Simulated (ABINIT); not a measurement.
The system is WC (Qusongite).

```
W C
1.0
     2.90650    0.00000    0.00000
    -1.45325    2.51710    0.00000
     0.00000    0.00000    2.83660
W C
1 1
Direct
  0.00000 0.00000 0.00000
  0.66667 0.33333 0.50000
```

Base run:

* Program: ABINIT 10.8.3 (patched build)
* Functional: AM05
* Potentials or basis: JTH PAW PBE v2.0
* Cutoff: 517 eV
* k mesh: 10 × 10 × 9
* Occupations: fermi-dirac, width 0.05 eV
* Spin: spin-orbit coupling, no magnetisation

Its results: band gap on the k mesh none (metal or under the smearing width); pressure -4.2 GPa.

Question: The run is repeated on the same cell with these changes: functional from AM05 to WC. What comes out?

Answer: Band gap on the k mesh none (metal or under the smearing width); pressure -0.1 GPa.

Caveats: the PAW data sets were made with another functional, which shifts forces and pressure a little.
